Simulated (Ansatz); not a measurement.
G0W0 run on MgO (Fm-3m)

Method: G0W0@r²SCAN, full frequency by contour deformation, hard PAW set made for 700 eV (Ansatz 0.2.0-dev).

Input:

```yaml
crystal:
  lattice:
    - [0.0, 2.031325, 2.031325]
    - [2.031325, 0.0, 2.031325]
    - [2.031325, 2.031325, 0.0]
  atoms:
    - { symbol: Mg, position: [0.0, 0.0, 0.0] }
    - { symbol: O, position: [0.5, 0.5, 0.5] }
basis:
  precision: f64
  xc_grid: 2
  ecutwfc: 700
  ecutrho_ratio: 4
kpoints:
  mp_grid: { grid: [4, 4, 4], shift: [0, 0, 0] }
hamiltonian:
  xc: r2scan
  dispersion: none
  pseudopotentials:
    kind: paw
    azcp:
      Mg: "pseudopotentials/Mg.paw.azcp"
      O: "pseudopotentials/O.paw.azcp"
magnetization:
  spin_polarized: false
scf:
  lower_state_search: "off"
  max_iter: 200
  occupations: { method: fixed }
  convergence: { dr2_threshold: "1e-10 eV" }
output: {}
gw:
  n_empty_bands: 108
  ecut_chi: 200
  ecutfock_ratio: 2
  qp_bands: [v1, c1]
  screening: { model: contour_deformation }
```

Linearised quasiparticle energies, zero at the top filled Kohn-Sham level among these points. VB is the top filled band, CB the lowest empty one.

| k | band | ε_KS (eV) | Σx − Vxc (eV) | Σc (eV) | Z | ε_QP (eV) |
| --- | --- | --- | --- | --- | --- | --- |
| Γ | VB | 0.00 | -5.10 | 3.46 | 0.82 | -1.34 |
| Γ | CB | 6.80 | 4.93 | -3.77 | 0.86 | 7.80 |

The gap (direct at Γ) opens from 6.80 eV to 9.13 eV.

Electronic (ion-clamped) dielectric constant on this mesh, from the head of the inverse dielectric matrix: 2.8.

The cell is a model at fixed atoms and needn't be the relaxed known crystal. The PAW or pseudopotential files were made with PBE. The mesh is coarse, so these are values at the stated settings, not converged ones. Band sums or response are cut, so the gap isn't at its basis limit. With r²SCAN or HSE06 the Kohn-Sham levels are generalised ones.
